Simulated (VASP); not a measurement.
A run of VASP 6.6.1:

File INCAR:

```
PREC     = Accurate       # precision mode
ENCUT    = 520            # plane-wave cutoff, eV
EDIFF    = 1E-8           # SCF threshold, eV
ISMEAR   = -1             # smearing method
SIGMA    = 0.05           # smearing width, eV
LREAL    = False          # projectors in reciprocal space
LASPH    = True           # aspherical terms in the spheres
NELM     = 80             # most SCF steps
ALGO     = Fast           # electronic algorithm
ISIF     = 2              # what is computed and relaxed
LWAVE    = False          # write WAVECAR
LCHARG   = False          # write CHGCAR
GGA      = PE             # functional
LEFG     = True         
NBANDS   = 12             # bands
```

KPOINTS

```
regular mesh
0
Gamma
  14 14 14
```

The input POSCAR:

```
Ti
1.0
   -1.6679064215      1.6679064215      1.6679064215
    1.6679064215     -1.6679064215      1.6679064215
    1.6679064215      1.6679064215     -1.6679064215
Ti
1
Direct
    0.0000000000      0.0000000000      0.0000000000
```

Potentials or basis: VASP PAW PBE potentials, release 64 (Ti_sv).

Launch:

```sh
$ cat potpaw_PBE.64/Ti_sv/POTCAR > POTCAR
$ mpirun -np 1 vasp_std > vasp.out
```

Hardware: 1 thread of Intel(R) Xeon(R) 6975P-C (Granite Rapids), with other jobs on the host.

Q: Estimate the wall time of this run.

A: Wall time 19 s on 1 thread of Intel(R) Xeon(R) 6975P-C (Granite Rapids) (shared host), peak memory 0.15 GiB. Counts: scf iterations 32, k points 104.
